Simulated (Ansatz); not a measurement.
## Telling polymorphs of BaTiO3 apart by ¹³⁷Ba

All values are calculated (Ansatz; DFT, r2SCAN, plane waves and PAW, scalar-relativistic, 500 eV cutoff), not measured. Q(¹³⁷Ba) = 236.0 mb, I = 3/2. The cells come from the COD, with the atoms relaxed (PBE, cell held). Spin–orbit coupling is left out, which moves gradients at and beside heavy atoms (Ba) by some per cent and at some sites by far more.

Q: A calculated ¹³⁷Ba parameter set reads: |C_Q| = 3.17 MHz, η = 0.61. Which structure does it belong to?
A. P4mm, 5 atoms in the cell run; Ba site: 12 O at 2.79–2.88 Å
B. R3m, 5 atoms in the cell run; Ba site: 12 O at 2.77–2.90 Å
C. Pm-3m, 5 atoms in the cell run; Ba site: 12 O at 2.83 Å
D. Amm2, 5 atoms in the cell run; Ba site: 12 O at 2.76–2.93 Å

A: D. BaTiO3 in Amm2 gives |C_Q| = 3.17 MHz, η = 0.61; there Ba has 12 O at 2.76–2.93 Å. BaTiO3 in P4mm gives |C_Q| = 4.05 MHz, η = 0.00; there Ba has 12 O at 2.79–2.88 Å. BaTiO3 in Pm-3m gives no gradient; there Ba has 12 O at 2.83 Å. BaTiO3 in R3m gives |C_Q| = 2.02 MHz, η = 0.00; there Ba has 12 O at 2.77–2.90 Å.
